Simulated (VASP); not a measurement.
Runs of VASP 6.6.1 on ZrC. It takes space group Fm-3m (No. 225, cubic). Conventional cell: a = 4.730 Å, b = 4.730 Å, c = 4.730 Å, α = 90.00°, β = 90.00°, γ = 90.00°. Zr (site symmetry m-3m) has 6 C at 2.37 Å as nearest neighbours. C (site symmetry m-3m) has 6 Zr at 2.37 Å as nearest neighbours. 

```csv
level,potentials or basis,U,cell,k mesh,smearing,mesh quality,gap on the mesh (eV),pressure (GPa)
PBE,"VASP PAW PBE potentials, release 64 (Zr_sv, C)",-,volume scaled by 1.06,10 × 10 × 10,fermi-dirac 0.05 eV,not flagged,none,(a)
PBE,"VASP PAW PBE potentials, release 64 (Zr_sv, C)",-,as given,5 × 5 × 5,fermi-dirac 0.03 eV,coarse,none,-2.7
PBE,"VASP PAW PBE potentials, release 64 (Zr_sv, C)",-,as given,10 × 10 × 10,fermi-dirac 0.05 eV,not flagged,none,-2.7
LDA+U,"VASP PAW LDA potentials, release 64 (Zr_sv, C)",Zr d U = 1.0 eV,as given,10 × 10 × 10,fermi-dirac 0.05 eV,not flagged,none,-9.3
PBE,"VASP PAW PBE potentials, release 64 (Zr_sv, C)",-,as given,7 × 7 × 7,fermi-dirac 0.03 eV,not flagged,none,-2.7
```

Alike in all rows: task single point; no spin polarisation; cutoff (eV) 520.

**Question.** Fill in the values left out.

**Answer.** (a) -13.6.

Caveats: some runs use coarse meshes; U without spin polarisation on a metal has little footing (some runs); the U is typed as a test and isn't derived for this compound (some runs).

A k mesh can miss the band edges, and the runs leave out spin-orbit coupling on Zr.

A gap of «none» marks a metal or a gap under the smearing width.
